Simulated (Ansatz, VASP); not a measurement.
## Bi: VASP beside Ansatz

```
CELL_PARAMETERS angstrom
4.78923 -0.27487 0.09598
2.07238 8.24820 0.33747
-1.37813 -0.82044 4.47461
ATOMIC_POSITIONS crystal
Bi 0.18444 0.91339 0.42671
Bi 0.67928 0.16152 0.90072
Bi 0.60125 0.76330 0.00280
Bi 0.36593 0.49607 0.22511
Bi 0.00645 0.33463 0.57164
```

Alike in both runs: functional PBE; k mesh 4 × 2 × 4; occupations gaussian, width 0.1 eV; no spin polarisation.

Ansatz relaxed the structure, and its values are those at the end. VASP's run is a single point on that final structure, the one shown.

|  | VASP | Ansatz |
| --- | --- | --- |
| version | VASP 6.6.1 | Ansatz 0.2.0 |
| potentials or method | VASP PAW PBE potentials, release 64 (Bi_d) | scalar-relativistic, plane waves, PAW |
| plane-wave cutoff (eV) | 520 | 420 |
| valence electrons in the cell | 75 | 75 |

```csv
,VASP,Ansatz,Ansatz less VASP
gap on the k mesh at the Fermi level (eV),none,none,-
pressure (GPa),-0.1,-0.1,+0.06
rms of the force components (eV/Å),0.017,0.017,+0.0003
```

A gap of «none» marks a metal or a gap that the smearing closes.

Caveats: the k mesh is coarse (spacing up to 0.38 Å⁻¹), so the values aren't converged; spin-orbit coupling is left out, which moves the levels of the heavy elements.
